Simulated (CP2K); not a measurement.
The system is CdSe.

```
Cd Se
1.0
     4.34202    0.00000    0.00000
     2.17101    3.76030    0.00000
     2.17101    1.25343    3.54524
Cd Se
1 1
Direct
  0.00000 0.00000 0.00000
  0.25000 0.25000 0.25000
```

Measurements of this composition are mostly on another form, of space group No. 186.

Base run:

| Property | Result |
| --- | --- |
| Program | CP2K 2026.2 |
| Functional | BEEF-vdW |
| Potentials or basis | POTENTIAL_UZH Cd GTH-PBE-q12, Se GTH-PBE-q6; TZVP-MOLOPT-PBE-GTH basis |
| Density cutoff | 9184 eV |
| k mesh | 8 × 8 × 8 |
| Occupations | fermi-dirac, width 0.05 eV |
| Spin | no spin polarisation |

Its results: band gap on the k mesh 0.68 eV, direct; pressure 2.9 GPa.

Problem. After a change of settings the same cell gave: band gap on the k mesh 0.52 eV, direct; pressure 5.6 GPa. Which change was it?
A. functional from BEEF-vdW to vdW-DF2
B. functional from BEEF-vdW to PBE
C. functional from BEEF-vdW to PBEsol
D. functional from BEEF-vdW to optB88-vdW

Solution. A.

Caveats: the potentials were made for another functional, which shifts forces and pressure; the basis of atomic orbitals isn't converged, which shifts pressures, moduli and gaps.

Not every run made on this cell is shown here.
